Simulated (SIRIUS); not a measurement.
## PtSe2 (Sudovikovite) under changes of volume

One of the cells (20.265 Å³/atom); the others are scaled copies at fixed shape and fractional positions:

```
CELL_PARAMETERS angstrom
3.72400 0.00000 0.00000
-1.86200 3.22508 0.00000
0.00000 0.00000 5.06200
ATOMIC_POSITIONS crystal
Pt 0.00000 0.00000 0.00000
Se 0.66667 0.33333 0.75000
Se 0.33333 0.66667 0.25000
```

| Property | Result |
| --- | --- |
| Program | SIRIUS 7.12.0 |
| Functional | PBEsol |
| Potentials or basis | PseudoDojo 0.4.1 PBEsol standard (scalar relativistic) |
| Cutoff | 1177 eV |
| Density cutoff | 4707 eV |
| k mesh | 8 × 8 × 5 |
| Occupations | fermi-dirac, width 0.05 eV |
| Spin | no spin polarisation |

```tsv
volume (Å³/atom)	energy over the lowest point (meV/atom)	pressure (GPa)	largest force (eV/Å)
19.049	52.39	11.9	1.204
19.455	27.11	8.2	0.888
19.860	10.57	4.9	0.599
20.265	1.81	2.0	0.334
20.671	0.00	-0.6	0.091
21.076	?	?	?
21.481	14.23	-4.9	0.338
```

Task: What does the run at 21.076 Å³/atom give?

Result: Energy over the lowest point 4.36 meV/atom; pressure -2.9 GPa; largest force 0.133 eV/Å.

Worked out: A Birch-Murnaghan fit of order 3 (a polynomial in V^(-2/3)) to the other rows has its minimum at 20.58 Å³/atom with B0 = V·E''(V) = 127 GPa and B' = 4.8 at fixed shape and positions, which overstates the stiffness. It gives 4.35 meV/atom at 21.076 Å³/atom, against the run's 4.36, and -dE/dV = -2.9 GPa, against -2.9.

Energies are extrapolated to zero smearing.

Caveats: forces of over 1 eV/Å show positions far from the minimum, so gaps and moduli don't describe the material at rest (some runs).
